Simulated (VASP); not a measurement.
# KI (I4/mmm) in VASP: notebook

One crystal, KI, is run at these levels: PBE; tasks: single point.

All numbers are computed with VASP 6.6.1; they aren't measurements. Logs are shortened: lines on timing, memory, paths and dates and some standing lists are left out, and cuts for length are marked.

### 1 The cell of the first run

It takes space group I4/mmm (No. 139, tetragonal). Conventional cell: a = 5.209 Å, b = 5.209 Å, c = 7.175 Å, α = 90.00°, β = 90.00°, γ = 90.00°. K (site symmetry 4/mmm) has 6 I at 3.59 to 3.68 Å as nearest neighbours. Around I (site symmetry 4/mmm) lie 6 K at 3.59 to 3.68 Å.

### 2 Single point, PBE (mode 6 frozen in at -0.000 Å, equal normal strain along x and y +0.0267)

INCAR

```
SYSTEM = KI
PREC = Accurate
ENCUT = 520
EDIFF = 1E-6
ISMEAR = 0
SIGMA = 0.05
LREAL = .FALSE.
LASPH = .TRUE.
NELM = 100
ALGO = Normal
ISIF = 2
LWAVE = .FALSE.
LCHARG = .TRUE.
GGA = PE
LELF = .TRUE.
LVHAR = .TRUE.
NBANDS = 15
```

KPOINTS

```
Automatic mesh
0
G
  6 6 6
  0 0 0
```

POSCAR

```
KI
1.0
    0.0000000000      3.6831074658      3.5873258652
    3.6831074658      0.0000000000      3.5873258652
    3.6831074658      3.6831074658      0.0000000000
K I
1 1
Direct
    0.0000000000      0.0000000000      0.0000000000
    0.5000000000      0.5000000000      0.5000000000
```

Potentials or basis: VASP PAW PBE potentials, release 64 (K_sv, I).

Command:

```bash
$ cat potpaw_PBE.64/K_sv/POTCAR potpaw_PBE.64/I/POTCAR > POTCAR
$ mpirun -np 1 vasp_std > vasp.out
```

OUTCAR:

```text
SYSTEM = KI
   PREC = Accurate
   ENCUT = 520
   EDIFF = 1E-6
   ISMEAR = 0
   LREAL = .FALSE.
   LASPH = .TRUE.
   NELM = 100
   ISIF = 2
   GGA = PE

 ion  position               nearest neighbor table
   1  0.000  0.000  0.000-   2 3.59   2 3.59   2 3.68   2 3.68   2 3.68   2 3.68
   2  0.500  0.500  0.500-   1 3.59   1 3.59   1 3.68   1 3.68   1 3.68   1 3.68

  LATTYP: Found a body centered tetragonal cell.
 ALAT       =     5.2087005298
 C/A-ratio  =     1.3774360206

  Lattice vectors:

 A1 = (   0.0000000000,  -3.6831074658,  -3.5873258652)
 A2 = (   0.0000000000,   3.6831074658,  -3.5873258652)
 A3 = (   3.6831074658,   0.0000000000,   3.5873258652)

Analysis of symmetry for initial positions (statically):
=====================================================================
 Subroutine PRICEL returns:
 Original cell was already a primitive cell.

 Routine SETGRP: Setting up the symmetry group for a
 body centered tetragonal supercell.

 Subroutine GETGRP returns: Found 16 space group operations
 (whereof 16 operations were pure point group operations)
 out of a pool of 16 trial point group operations.

The static configuration has the point symmetry D_4h.

Analysis of symmetry for dynamics (positions and initial velocities):
=====================================================================
 Subroutine PRICEL returns:
 Original cell was already a primitive cell.

 Routine SETGRP: Setting up the symmetry group for a
 body centered tetragonal supercell.

 Subroutine GETGRP returns: Found 16 space group operations
 (whereof 16 operations were pure point group operations)
 out of a pool of 16 trial point group operations.

The dynamic configuration has the point symmetry D_4h.

 Subroutine INISYM returns: Found 16 space group operations
 (whereof 16 operations are pure point group operations),
 and found     1 'primitive' translations

----------------------------------------------------------------------------------------

                                     Primitive cell

  volume of cell :      97.3262

  direct lattice vectors                    reciprocal lattice vectors
     0.000000000  3.683107466  3.587325865    -0.135754931  0.135754931  0.139379588
     3.683107466  0.000000000  3.587325865     0.135754931 -0.135754931  0.139379588
     3.683107466  3.683107466  0.000000000     0.135754931  0.135754931 -0.139379588

  length of vectors
     5.141418819  5.141418819  5.208700530     0.237245594  0.237245594  0.237245594

  position of ions in fractional coordinates (direct lattice)
     0.000000000  0.000000000  0.000000000
     0.500000000  0.500000000  0.500000000

[... 90 lines left out ...]
   EFERMI =   0.00;   METHOD = LEGACY
   ISMEAR =     0;   SIGMA  =   0.05  broadening in eV -4-tet -1-fermi 0-gaus
   EFERMI_NEDOS =   21; number of points for ismear=-14 and -15
   IALGO  =     38    algorithm
   IMIX   =      4    mixing-type and parameters
     AMIX     =   0.40;   BMIX     =  1.00
     AMIX_MAG =   1.60;   BMIX_MAG =  1.00
  volume/ion in A,a.u.               =      48.66       328.39
  Fermi-wavevector in a.u.,A,eV,Ry     =   0.896819  1.694743 10.942960  0.804285
  Thomas-Fermi vector in A             =   2.019326
   LORBIT       =      0    0 simple, 1 ext, 2 COOP (PROOUT), +10 PAW based schemes
   GGA     = PE    functional components
   LHFCALC =     F    Hartree Fock is set to
   AEXX    =    0.0000 exact exchange contribution
   IVDW    =     0    specifies the selected vdW correction
   LEPSILON=     F    determine dielectric tensor
   LRPA    =     F    only Hartree local field effects (RPA)
 non-spin polarized calculation
 Gauss-broadening in eV      SIGMA  =   0.05
  energy-cutoff  :      520.00
  volume of cell :       97.33
 maximum number of plane-waves:      2661
 NGX is ok and might be reduce to    40
   NGX = 19   NGY = 19   NGZ = 19

 number of electron      16.0000000 magnetization

 Free energy of the ion-electron system (eV)
  ---------------------------------------------------
  ext. energy  EPLUGINS =         0.00000000
  ---------------------------------------------------
  free energy    TOTEN  =        -5.55662666 eV

  energy without entropy =       -5.55662666  energy(sigma->0) =       -5.55662666

 E-fermi :  -0.5678     XC(G=0):  -6.7991

 val. band max:       -0.8911984683   @ k =   0.0000   0.0000   0.0000
 cond. band min:       2.8542730839   @ k =   0.0000   0.0000   0.0000
 fundamental gap:      3.7454715522
 Fermi energy:        -0.5677533516

 k-point     1 :       0.0000    0.0000    0.0000
  band No.  band energies     occupation
      1     -29.5816      2.00000
      2     -13.0590      2.00000
      3     -13.0590      2.00000
      4     -13.0563      2.00000
      5     -11.2618      2.00000
      6      -0.8946      2.00000
      7      -0.8912      2.00000
      8      -0.8912      2.00000
      9       2.8543      0.00000
     10       5.5787      0.00000
     11       5.5787      0.00000
     12       5.7241      0.00000
     13       6.2313      0.00000
     14       6.3304      0.00000
[... 401 lines left out ...]
      2     -13.0936      2.00000
      3     -13.0741      2.00000
      4     -13.0665      2.00000
      5     -11.1397      2.00000
      6      -1.7115      2.00000
      7      -1.3272      2.00000
      8      -1.1832      2.00000
      9       4.5222      0.00000
     10       5.0589      0.00000
     11       6.5403      0.00000
     12       7.1542      0.00000
     13       7.6577      0.00000
     14       8.2003      0.00000
     15       8.5337      0.00000

 [... further k-points ...]

------------------------ aborting loop because EDIFF is reached ----------------------------------------

  FORCE on cell =-STRESS in cart. coord.  units (eV):
  Direction    XX          YY          ZZ          XY          YZ          ZX
  --------------------------------------------------------------------------------------
  -------------------------------------------------------------------------------------
  Total       -0.3442698     -0.3442698     -0.0847625      0.0000000      0.0000000      0.0000000
  in kB       -5.6673477     -5.6673477     -1.3953551      0.0000000      0.0000000      0.0000000
  external PRESSURE =      -4.2433502 kB  Pullay stress =       0.0000000 kB

 VOLUME and BASIS-vectors are now :
 -----------------------------------------------------------------------------
  energy-cutoff  :      520.00
  volume of cell :       97.33
      direct lattice vectors                 reciprocal lattice vectors
     0.000000000  3.683107466  3.587325865    -0.135754931  0.135754931  0.139379588
     3.683107466  0.000000000  3.587325865     0.135754931 -0.135754931  0.139379588
     3.683107466  3.683107466  0.000000000     0.135754931  0.135754931 -0.139379588

 POSITION                                       TOTAL-FORCE (eV/Angst)
 -----------------------------------------------------------------------------------
      0.00000      0.00000      0.00000         0.000000     -0.000000      0.000000
      3.68311      3.68311      3.58733        -0.000000      0.000000      0.000000
 -----------------------------------------------------------------------------------
    total drift:                                0.000000     -0.000000     -0.000000

  FREE ENERGIE OF THE ION-ELECTRON SYSTEM (eV)
  ---------------------------------------------------
  free  energy   TOTEN  =        -5.5566266621 eV

  energy  without entropy=       -5.5566266621  energy(sigma->0) =       -5.55662666
```

OSZICAR:

```text
N       E                     dE             d eps       ncg     rms          rms(c)
DAV:   1     0.907499363053E+02    0.90750E+02   -0.63170E+03   900   0.893E+02
DAV:   2     0.547860098592E+00   -0.90202E+02   -0.84449E+02  1152   0.209E+02
DAV:   3    -0.535167772456E+01   -0.58995E+01   -0.58712E+01  1282   0.468E+01
DAV:   4    -0.565642270977E+01   -0.30474E+00   -0.30465E+00  1455   0.908E+00
DAV:   5    -0.565797998738E+01   -0.15573E-02   -0.15573E-02  1316   0.723E-01    0.258E+00
DAV:   6    -0.555696244974E+01    0.10102E+00   -0.11225E-01  1194   0.176E+00    0.186E+00
DAV:   7    -0.554907854566E+01    0.78839E-02   -0.12155E-01  1250   0.164E+00    0.785E-01
DAV:   8    -0.555594323634E+01   -0.68647E-02   -0.12819E-02  1060   0.700E-01    0.122E-01
DAV:   9    -0.555646738870E+01   -0.52415E-03   -0.13091E-03  1278   0.189E-01    0.763E-02
DAV:  10    -0.555657347121E+01   -0.10608E-03   -0.14759E-04  1166   0.651E-02    0.212E-02
DAV:  11    -0.555662620170E+01   -0.52730E-04   -0.63770E-05  1068   0.469E-02    0.158E-02
DAV:  12    -0.555662666207E+01   -0.46036E-06   -0.24642E-06  1214   0.112E-02
   1 F= -.55566267E+01 E0= -.55566267E+01  d E =-.211090E-21
```

Run time: 28 s. Hardware: 1 thread of AMD EPYC 9R45 (Zen 5), shared host; peak memory 0.22 GiB.

What came out:

| Item | Value |
| --- | --- |
| Free energy | -5.5566 eV |
| Pressure | -0.4 GPa |
| Band gap on the k mesh | 3.75 eV, direct |

Caveat: spin-orbit coupling is left out, which moves the levels of the heavy elements.

### 3 Single point, PBE (mode 6 frozen in at -0.255 Å, equal normal strain along x and y -0.0400)

INCAR

```
SYSTEM = KI
PREC = Accurate
ENCUT = 520
EDIFF = 1E-6
ISMEAR = 0
SIGMA = 0.05
LREAL = .FALSE.
LASPH = .TRUE.
NELM = 80
ALGO = Fast
ISIF = 2
LWAVE = .FALSE.
LCHARG = .FALSE.
GGA = PE
NBANDS = 15
```

KPOINTS

```
regular mesh
0
G
  6 6 6
  0 0 0
```

POSCAR

```
KI
1.0
    0.0000000000      3.4438328306      3.5873258652
    3.4438328306      0.0000000000      3.5873258652
    3.4438328306      3.4438328306      0.0000000000
K I
1 1
Direct
   -0.0355696708     -0.0355696708      0.0355696708
    0.5109587445      0.5109587445      0.4890412555
```

Potentials or basis: VASP PAW PBE potentials, release 64 (K_sv, I).

Command:

```bash
$ cat potpaw_PBE.64/K_sv/POTCAR potpaw_PBE.64/I/POTCAR > POTCAR
$ mpirun -np 1 vasp_std > vasp.out
```

It took 34 s on 1 thread of AMD EPYC 9R45 (Zen 5), shared host; peak memory 0.21 GiB.

It converged, with:

```
Free energy            : -5.4794 eV
Pressure               : 1.6 GPa
Largest force          : 0.355 eV/Å
Band gap on the k mesh : 4.07 eV, direct
```

Forces in eV/Å, atoms in the order of the input:
```
K    0.000  0.000  0.355
I    0.000  0.000 -0.355
```

Stress tensor (GPa, compression positive):
```
1.44 0.00 0.00
0.00 1.44 0.00
0.00 0.00 1.88
```

Levels at points of the mesh, in eV from the valence-band top:
```tsv
k point	band 4	band 5	band 6	band 7	band 8	band 9	band 10	band 11	band 12	band 13
(0.00, 0.00, 0.00)	-11.89	-10.53	-0.03	0.00	0.00	4.07	6.39	6.67	6.67	7.36
(0.50, 0.00, 0.00)	-11.89	-10.20	-1.38	-0.35	-0.33	5.55	7.52	8.27	8.27	8.75
(0.50, 0.50, 0.00)	-11.91	-10.35	-1.04	-0.32	-0.32	4.93	5.86	8.06	8.17	9.68
(0.50, 0.00, 0.50)	-11.92	-10.36	-1.02	-0.45	-0.37	4.98	5.85	8.23	8.90	9.02
```

Caveat: spin-orbit coupling is left out, which moves the levels of the heavy elements.
